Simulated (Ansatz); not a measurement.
# Convergence of TiCo₃ with the occupation rule

Computed with Ansatz 0.2.0, DFT r2SCAN, scalar-relativistic, plane waves, PAW.

```
Ti Co
1.0
     3.61400    0.00000    0.00000
     0.00000    3.61400    0.00000
     0.00000    0.00000    3.61400
Ti Co
1 3
Direct
  0.00000 0.00000 0.00000
  0.00000 0.50000 0.50000
  0.50000 0.00000 0.50000
  0.50000 0.50000 0.00000
```

The plane-wave cutoff is 500 eV and the Γ-centred k-mesh is 12×12×12. The list of starting moments (μB, in atom order) is -0.76 1.46 1.46 1.46 and the check for lower electronic states after the SCF is asked for but not made.

The atoms stay fixed while the occupation rule is varied. ΔE is the energy extrapolated to zero smearing, less that of the reference run (12×12×12 Γ-centred mesh, Gaussian smearing 0.1 eV). The cell isn't necessarily relaxed at this level. Pressure is positive in compression.

```
rule, width (eV)  ΔE (meV/atom)  ΔF, free energy (meV/atom) P (GPa) cell moment (μB)
    Gaussian 0.1           0.00                        0.00    -4.27              2.85
   Gaussian 0.01          -0.11                        1.99    -4.32              2.85
   Gaussian 0.05              ?                           ?        ?                 ?
    Gaussian 0.3          -0.84                       -15.9    -4.20              2.83
Fermi–Dirac 0.01          -0.09                        1.90    -4.31              2.85
Fermi–Dirac 0.02              ?                           ?        ?                 ?
```

Q: Fill in the withheld rows.

A: The withheld rows:

```json
{"rule, width (eV)": "Gaussian 0.05", "ΔE (meV/atom)": "-0.06", "ΔF, free energy (meV/atom)": "1.55", "P (GPa)": "-4.29", "cell moment (μB)": "2.85"}
{"rule, width (eV)": "Fermi–Dirac 0.02", "ΔE (meV/atom)": "-0.06", "ΔF, free energy (meV/atom)": "1.52", "P (GPa)": "-4.29", "cell moment (μB)": "2.85"}
```